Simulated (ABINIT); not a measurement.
# BN (Fmm2) in ABINIT: convergence with tolvrs

Aim: find how far tolvrs must go before the results for BN settle, at LDA. This setting moves, with any that are tied to it; all else stays.

All numbers are computed with ABINIT 10.8.3 (patched build); they aren't measurements. Logs are shortened: lines on timing, memory, paths and dates and some standing lists are left out, and cuts for length are marked. The log counts tension as positive stress, the text compression.

### 1 The structure

Symmetry: Fmm2, No. 42, orthorhombic system. Conventional cell: a = 2.503 Å, b = 6.991 Å, c = 4.332 Å, α = 90.00°, β = 90.00°, γ = 90.00°. N (site symmetry mm2) is surrounded by 3 B at 1.44 Å. B (site symmetry mm2) has 3 N at 1.44 Å as nearest neighbours.

Measurements of this composition are mostly on another form, of space group No. 194.

### 2 With tolvrs 0.01

Contents of run.abi:

```
pp_dirpath "./"
pseudos "N_ONCV_PBE-1.2.upf, B_ONCV_PBE-1.2.upf"

acell 3*1.0
rprim
     0.0000000000     6.6051896378     4.0933192046
     2.3652418778     0.0000000000     4.0933192046
     2.3652418778     6.6051896378     0.0000000000
ntypat 2
znucl 7 5
natom 2
typat 1 2
xred
     0.6666513400     0.6666513400     0.3333486600
     0.0000486500     0.0000486500     0.9999513500
chkprim 0
chksymtnons 0
tolsym 1.0e-6

ecut 40.0

kptopt 1
ngkpt 13 13 13
nshiftk 1
shiftk 0.0 0.0 0.0

ixc 7

nband 8
occopt 4
tsmear 0.05 eV

nstep 100
tolvrs 0.01

iomode 3
prtwf 0
prtden 0
prteig 0
prtebands 0
```

Potentials or basis: SG15 NC PBE v1.2.

On the command line:

```sh
$ abinit run.abi > log 2>&1
```

Wall time 1.9 min (1 thread of Arm Neoverse V2, shared host); peak memory 0.14 GiB.

It converged, with:

```yaml
Free_energy: -349.4238 eV
Pressure: 0.8 GPa
Largest_force: 0.009 eV/Å
Band_gap_on_the_k_mesh: 3.71 eV, indirect (least direct gap 4.55 eV)
All_electrons_inside_the_program's_atomic_spheres: N 5.75; B 3.53
```

### 3 With tolvrs 0.001

Edit run.abi of step 2 so:

```diff
@@ -33,3 +33,3 @@
 nstep 100
-tolvrs 0.01
+tolvrs 0.001
```

Potentials or basis: SG15 NC PBE v1.2.

On the command line:

```sh
$ abinit run.abi > log 2>&1
```

Wall time 2.2 min (1 thread of Arm Neoverse V2, shared host); peak memory 0.14 GiB.

The run converged. Its results:

```
Free energy                                       : -349.4238 eV
Pressure                                          : 0.8 GPa
Largest force                                     : 0.013 eV/Å
Band gap on the k mesh                            : 3.71 eV, indirect (least direct gap 4.55 eV)
All electrons inside the program's atomic spheres : N 5.75; B 3.53
```

### 4 With tolvrs 0.0001

Edit run.abi of step 3 so:

```diff
@@ -33,3 +33,3 @@
 nstep 100
-tolvrs 0.001
+tolvrs 0.0001
```

On the command line:

```sh
$ abinit run.abi > log 2>&1
```

Run time: 2.2 min. Hardware: 1 thread of Arm Neoverse V2, shared host; peak memory 0.14 GiB.

It converged, with:

| Property | Result |
| --- | --- |
| Free energy | -349.4238 eV |
| Pressure | 0.8 GPa |
| Largest force | 0.013 eV/Å |
| Band gap on the k mesh | 3.71 eV, indirect (least direct gap 4.55 eV) |
| All electrons inside the program's atomic spheres | N 5.75; B 3.53 |

### 5 With tolvrs 1e-05

Edit run.abi of step 4 so:

```diff
@@ -33,3 +33,3 @@
 nstep 100
-tolvrs 0.0001
+tolvrs 1.0e-5
```

On the command line:

```sh
$ abinit run.abi > log 2>&1
```

Wall time 2.5 min (1 thread of Arm Neoverse V2, shared host); peak memory 0.14 GiB.

It converged, with:

- Free energy: -349.4238 eV
- Pressure: 0.8 GPa
- Largest force: 0.012 eV/Å
- Band gap on the k mesh: 3.71 eV, indirect (least direct gap 4.55 eV)
- All electrons inside the program's atomic spheres: N 5.75; B 3.53

### 6 With tolvrs 1e-06

Edit run.abi of step 5 so:

```diff
@@ -33,3 +33,3 @@
 nstep 100
-tolvrs 1.0e-5
+tolvrs 1.0e-6
```

Potentials or basis: SG15 NC PBE v1.2.

On the command line:

```sh
$ abinit run.abi > log 2>&1
```

Wall time 2.5 min (1 thread of Arm Neoverse V2, shared host); peak memory 0.14 GiB.

It converged, with:

- Free energy: -349.4238 eV
- Pressure: 0.8 GPa
- Largest force: 0.012 eV/Å
- Band gap on the k mesh: 3.71 eV, indirect (least direct gap 4.55 eV)
- All electrons inside the program's atomic spheres: N 5.75; B 3.53

### 7 With tolvrs 1e-08

Edit run.abi of step 6 so:

```diff
@@ -33,3 +33,3 @@
 nstep 100
-tolvrs 1.0e-6
+tolvrs 1.0e-8
```

On the command line:

```sh
$ abinit run.abi > log 2>&1
```

Wall time 3 min (1 thread of Arm Neoverse V2, shared host); peak memory 0.14 GiB.

It converged, with:

- Free energy: -349.4238 eV
- Pressure: 0.8 GPa
- Largest force: 0.012 eV/Å
- Band gap on the k mesh: 3.71 eV, indirect (least direct gap 4.55 eV)
- All electrons inside the program's atomic spheres: N 5.75; B 3.53

### 8 With tolvrs 1e-10

Edit run.abi of step 7 so:

```diff
@@ -33,3 +33,3 @@
 nstep 100
-tolvrs 1.0e-8
+tolvrs 1.0e-10
```

On the command line:

```sh
$ abinit run.abi > log 2>&1
```

It took 3.3 min on 1 thread of Arm Neoverse V2, shared host; peak memory 0.14 GiB.

Results (log left out):

```
Free energy                                       : -349.4238 eV
Pressure                                          : 0.8 GPa
Largest force                                     : 0.012 eV/Å
Band gap on the k mesh                            : 3.71 eV, indirect (least direct gap 4.55 eV)
All electrons inside the program's atomic spheres : N 5.75; B 3.53
```

### 9 With tolvrs 1e-13

Edit run.abi of step 8 so:

```diff
@@ -33,3 +33,3 @@
 nstep 100
-tolvrs 1.0e-10
+tolvrs 1.0e-13
```

Potentials or basis: SG15 NC PBE v1.2.

On the command line:

```sh
$ abinit run.abi > log 2>&1
```

run.abo:

```text
.Version 10.8.3 of ABINIT
 Symmetries : space group Fm m 2 (# 42); Bravais oF (face-center ortho.)
================================================================================
 Values of the parameters that define the memory need of the present run
     intxc =       0    ionmov =       0      iscf =       7    lmnmax =       4
     lnmax =       4     mgfft =      48  mpssoang =       2    mqgrid =    3001
     natom =       2  nloc_mem =       1    nspden =       1   nspinor =       1
    nsppol =       1      nsym =       4    n1xccc =       0    ntypat =       2
    occopt =       4   xclevel =       1
       mpw =        1569          nfft =      110592          nkpt =         343
================================================================================
================================================================================

--------------------------------------------------------------------------------
------------- Echo of variables that govern the present computation ------------
--------------------------------------------------------------------------------
 -outvars: echo values of preprocessed input variables --------
            acell      1.0000000000E+00  1.0000000000E+00  1.0000000000E+00 Bohr
              amu      1.40067400E+01  1.08110000E+01
          chkprim           0
      chksymtnons           0
             ecut      4.00000000E+01 Hartree
                       outvar_i_n : Printing only first  50 k-points.
              ixc           7
                       outvar_i_n : Printing only first  50 k-points.
         kptrlatt       13    0    0      0   13    0      0    0   13
          kptrlen      6.14580156E+01
            natom           2
            nband           8
            ngfft          48      48      48
             nkpt         343
            nstep         100
             nsym           4
           ntypat           2
                       prtocc : prtvol=0, do not print more k-points.
           occopt           4
           prtden           0
        prtebands           0
           prteig           0
            prtwf           0
            rprim      0.0000000000E+00  6.6051896378E+00  4.0933192046E+00
                       2.3652418778E+00  0.0000000000E+00  4.0933192046E+00
                       2.3652418778E+00  6.6051896378E+00  0.0000000000E+00
          spgroup          42
           tolsym      1.00000000E-06
           tolvrs      1.00000000E-13
           tsmear      1.83746611E-03 Hartree
            typat      1  2
                       outvars : Printing only first  50 k-points.
           xangst      1.2516320992E+00  3.4953158276E+00  2.8880552535E+00
                       1.2516320992E+00  3.4953158276E+00  2.1076067751E-04
            xcart      2.3652418778E+00  6.6051896378E+00  5.4576334656E+00
                       2.3652418778E+00  6.6051896378E+00  3.9827995861E-04
             xred      6.6665134000E-01  6.6665134000E-01  3.3334866000E-01
                       4.8650000000E-05  4.8650000000E-05  9.9995135000E-01
            znucl        7.00000    5.00000

================================================================================

 chkinp: Checking input parameters for consistency.

================================================================================
== DATASET  1 ==================================================================

--- !DatasetInfo
iteration_state: {dtset: 1, }
dimensions: {natom: 2, nkpt: 343, mband: 8, nsppol: 1, nspinor: 1, nspden: 1, mpw: 1569, }
cutoff_energies: {ecut:  40.0, pawecutdg:  -1.0, }
electrons: {nelect:   8.00000000E+00, charge:   0.00000000E+00, occopt:   4.00000000E+00, tsmear:   1.83746611E-03, }
meta: {optdriver: 0, ionmov: 0, optcell: 0, iscf: 7, paral_kgb: 0, }
...

 Exchange-correlation functional for the present dataset will be:
  LDA: Perdew-Wang 92 LSD fit to Ceperley-Alder data - ixc=7
  J.P.Perdew and Y.Wang, PRB 45, 13244 (1992)

 Real(R)+Recip(G) space primitive vectors, cartesian coordinates (Bohr,Bohr^-1):
 R(1)=  0.0000000  6.6051896  4.0933192  G(1)= -0.2113949  0.0756981  0.1221503
[... 47 lines left out ...]

--- !ResultsGS
iteration_state: {dtset: 1, }
comment   : Summary of ground state results
lattice_vectors:
- [  0.0000000,   6.6051896,   4.0933192, ]
- [  2.3652419,   0.0000000,   4.0933192, ]
- [  2.3652419,   6.6051896,   0.0000000, ]
lattice_lengths: [   7.77070,    4.72754,    7.01590, ]
lattice_angles: [ 80.290,  36.846,  62.865, ] # degrees, (23, 13, 12)
lattice_volume:   1.2789880E+02
convergence: {deltae:  3.162E-13, res2:  1.054E-14, residm:  1.717E-04, diffor: null, }
etotal    :  -1.28410881E+01
entropy   :   0.00000000E+00
fermie    :   9.07176065E-02
cartesian_stress_tensor: # hartree/bohr^3
- [ -5.96957461E-05,   0.00000000E+00,   0.00000000E+00, ]
- [  0.00000000E+00,   4.14440281E-05,   0.00000000E+00, ]
- [  0.00000000E+00,   0.00000000E+00,  -6.13037317E-05, ]
pressure_GPa:   7.8020E-01
xred      :
- [  6.6665E-01,   6.6665E-01,   3.3335E-01,  N]
- [  4.8650E-05,   4.8650E-05,   9.9995E-01,  B]
cartesian_forces: # hartree/bohr
- [ -9.84297925E-21,   5.71927618E-21,  -2.28366373E-04, ]
- [  9.84297925E-21,  -5.71927618E-21,   2.28366373E-04, ]
force_length_stats: {min:   2.28366373E-04, max:   2.28366373E-04, mean:   2.28366373E-04, }
...

 Integrated electronic density in atomic spheres:
 ------------------------------------------------
 Atom  Sphere_radius  Integrated_density
    1        2.00000          5.74665865
    2        2.00000          3.52922211
================================================================================

 ----iterations are completed or convergence reached----

 Mean square residual over all n,k,spin=   18.266E-08; max=  17.174E-05
 reduced coordinates (array xred) for    2 atoms
       0.666651340000      0.666651340000      0.333348660000
       0.000048650000      0.000048650000      0.999951350000
 rms dE/dt=  7.6324E-04; max dE/dt=  9.3478E-04; dE/dt below (all hartree)
    1       0.000934776022      0.000934776022      0.000000000000
    2      -0.000934776902     -0.000934776902      0.000000000000

 cartesian coordinates (angstrom) at end:
    1      1.25163209915606     3.49531582764514     2.88805525349178
    2      1.25163209915606     3.49531582764514     0.00021076067751

 cartesian forces (hartree/bohr) at end:
    1     -0.00000000000000     0.00000000000000    -0.00022836637339
    2      0.00000000000000    -0.00000000000000     0.00022836637339
 frms,max,avg= 1.3184739E-04 2.2836637E-04   0.000E+00  0.000E+00  1.076E-10 h/b

 cartesian forces (eV/Angstrom) at end:
    1     -0.00000000000000     0.00000000000000    -0.01174307106993
    2      0.00000000000000    -0.00000000000000     0.01174307106993
 frms,max,avg= 6.7798652E-03 1.1743071E-02   0.000E+00  0.000E+00  5.531E-09 e/A
 length scales=  1.000000000000  1.000000000000  1.000000000000 bohr
              =  0.529177210544  0.529177210544  0.529177210544 angstroms
 Fermi (or HOMO) energy (hartree) =   0.09072   Average Vxc (hartree)=  -0.37338
 Eigenvalues (hartree) for nkpt= 343  k points:
 kpt#   1, nband=  8, wtk=  0.00046, kpt=  0.0000  0.0000  0.0000 (reduced coord)
  -0.56749   -0.07697    0.03809    0.03836    0.25181    0.51121    0.51353    0.56411
      occupation numbers for kpt#   1
   2.00000    2.00000    2.00000    2.00000    0.00000    0.00000    0.00000    0.00000
 prteigrs : prtvol=0 or 1, do not print more k-points.

--- !EnergyTerms
iteration_state     : {dtset: 1, }
comment             : Components of total free energy in Hartree
kinetic             :  9.22603351744661E+00
hartree             :  4.44942383870271E+00
xc                  : -3.63607433585689E+00
Ewald energy        : -8.60977016163796E+00
psp_core            :  5.10835790356802E-01
local_psp           : -1.40686637227400E+01
non_local_psp       : -7.12875116861554E-01
internal            : -1.28410901905903E+01
'-kT*entropy'       :  2.09393929303330E-06
total_energy        : -1.28410880966510E+01
total_energy_eV     : -3.49423808016639E+02
band_energy         : -1.41579523250504E+00
...

 Cartesian components of stress tensor (hartree/bohr^3)
  sigma(1 1)= -5.96957461E-05  sigma(3 2)=  0.00000000E+00
  sigma(2 2)=  4.14440281E-05  sigma(3 1)=  0.00000000E+00
  sigma(3 3)= -6.13037317E-05  sigma(2 1)=  0.00000000E+00

-Cartesian components of stress tensor (GPa)         [Pressure=  7.8020E-01 GPa]
- sigma(1 1)= -1.75630949E+00  sigma(3 2)=  0.00000000E+00
- sigma(2 2)=  1.21932540E+00  sigma(3 1)=  0.00000000E+00
- sigma(3 3)= -1.80361805E+00  sigma(2 1)=  0.00000000E+00

== END DATASET(S) ==============================================================
================================================================================

 -outvars: echo values of variables after computation  --------
            acell      1.0000000000E+00  1.0000000000E+00  1.0000000000E+00 Bohr
           etotal     -1.2841088097E+01
            fcart     -9.8429792458E-21  5.7192761842E-21 -2.2836637339E-04
                       9.8429792458E-21 -5.7192761842E-21  2.2836637339E-04
            rprim      0.0000000000E+00  6.6051896378E+00  4.0933192046E+00
                       2.3652418778E+00  0.0000000000E+00  4.0933192046E+00
                       2.3652418778E+00  6.6051896378E+00  0.0000000000E+00
           strten     -5.9695746077E-05  4.1444028136E-05 -6.1303731653E-05
                       0.0000000000E+00  0.0000000000E+00  0.0000000000E+00
           xangst      1.2516320992E+00  3.4953158276E+00  2.8880552535E+00
                       1.2516320992E+00  3.4953158276E+00  2.1076067751E-04
             xred      6.6665134000E-01  6.6665134000E-01  3.3334866000E-01
                       4.8650000000E-05  4.8650000000E-05  9.9995135000E-01
 Calculation completed.
```

Wall time 3.5 min (1 thread of Arm Neoverse V2, shared host); peak memory 0.14 GiB.

Results:

- Free energy: -349.4238 eV
- Pressure: 0.8 GPa
- Largest force: 0.012 eV/Å
- Band gap on the k mesh: 3.71 eV, indirect (least direct gap 4.55 eV)
- All electrons inside the program's atomic spheres: N 5.75; B 3.53

### 10 The series at a glance

```tsv
tolvrs	energy less the tightest run (meV/atom)	pressure (GPa)	largest force (eV/Å)	SCF cycles	CPU time (s)	peak memory (GiB)
0.01	0.00	0.81	0.009	5	110	0.14
0.001	0.00	0.76	0.013	6	130	0.14
0.0001	0.00	0.76	0.013	6	130	0.14
1e-05	0.00	0.78	0.012	7	150	0.14
1e-06	0.00	0.78	0.012	7	150	0.14
1e-08	0.00	0.78	0.012	9	180	0.14
1e-10	0.00	0.78	0.012	10	200	0.14
1e-13	0.00	0.78	0.012	11	210	0.14
```

Against the tightest run, the energy stays within 1 meV/atom from 0.01 on; the pressure stays within 0.1 GPa from 0.01 on; the largest force stays within 0.005 eV/Å from 0.01 on. The tightest run that finished is the yardstick and may itself not be fully converged.

Caveats: the potentials were made for another functional, which shifts forces and pressure; an odd mesh through Γ misses points on the zone boundary, where band edges often lie.
